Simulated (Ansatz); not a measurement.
This script makes an equation of state with a fit of TaC, space group Fm-3m with Ansatz's Python interface.

The script, `eos.py`:
```python
# -*- coding: utf-8 -*-
"""Equation of state of TaC."""

import logging
import sys

import ansatz as az
from ase.eos import EquationOfState
from ase.units import GPa
import numpy as np

logging.basicConfig(stream=sys.stdout, format="%(levelname)s %(message)s")
log = logging.getLogger("tac")
log.setLevel(logging.INFO)

vectors0 = np.array([
    [0.0, 2.223, 2.223],
    [2.223, 0.0, 2.223],
    [2.223, 2.223, 0.0],
])
sites = [
    ("Ta", (0.0, 0.0, 0.0)),
    ("C", (0.5, 0.5, 0.5)),
]


def on_lattice(cell):
    crystal = az.Crystal(lattice=az.Lattice.of(cell))
    for symbol, position in sites:
        crystal = crystal.atom(symbol, position)
    return crystal


def main():
    # scale the volume, keep shape and fractions
    volumes, energies = [], []
    for scale in np.linspace(0.94, 1.06, 7):
        cell = vectors0 * scale ** (1 / 3)
        setup = (
            on_lattice(cell).calculation()
            .functional("lda")
            .basis(470)
            .occupations("methfessel_paxton", width=150 * az.meV)
            .scf(tolerance=1e-09)
            .kpoints(11, 11, 11)
        )
        r = setup.run(threads=1, pin="off").report
        volumes.append(abs(np.linalg.det(cell)) / len(sites))
        energies.append(r["free_energy_ev"] / len(sites))
        log.info(f"V = {volumes[-1]:8.4f} A^3/atom  F = {energies[-1]:.5f} eV/atom")

    eos = EquationOfState(volumes, energies, eos="birchmurnaghan")
    v0, e0, bulk = eos.fit()
    log.info(f"V0 = {v0:.4f} A^3/atom, E0 = {e0:.5f} eV/atom, B = {bulk / GPa:.1f} GPa")


if __name__ == "__main__":
    main()
```

From its runs, with one value withheld:

| V (Å³/atom) | F less the lowest row shown (meV/atom) |
| --- | --- |
| 10.326 | 15.42 |
| 10.546 | 0.00 |
| 10.766 | ? |
| 10.985 | 1.33 |
| 11.205 | 15.95 |
| 11.425 | 38.64 |
| 11.645 | 68.59 |

What is the missing energy at 10.766 Å³ an atom?

A third-order Birch-Murnaghan fit, E = E0 + (9 V0 B0 / 16) [(t - 1)³ B' + (t - 1)² (6 - 4t)] with t = (V0/V)^(2/3), through the 6 rows shown gives V0 = 10.747 Å³, B0 = 358.7 GPa, B' = 4.21 and E0 = -4.36 meV. At V = 10.766 Å³, t = 0.99886, and the fit interpolates to -4.32 meV. The run gave -4.33 meV, a miss of 0.00 meV.

Caveats:
- For a metal this k-point mesh is coarse: on a finer one energies can move by several to tens of meV an atom and pressures by half a GPa or more, differences at one mesh by less.
- Of the deposited cell: the entry's cell lengths or inner coordinates differ somewhat from later room-temperature determinations.
- Spin-orbit coupling, which matters for elements this heavy, is left out.
- The structure is a deposited one; some such entries were measured under pressure or heat, so a shift against it needn't be the functional's error alone.
- By the engine's processor time: 5.8 s on 1 thread of Intel(R) Xeon(R) Processor @ 2.30GHz, on a shared host, peak memory 0.48 GiB.
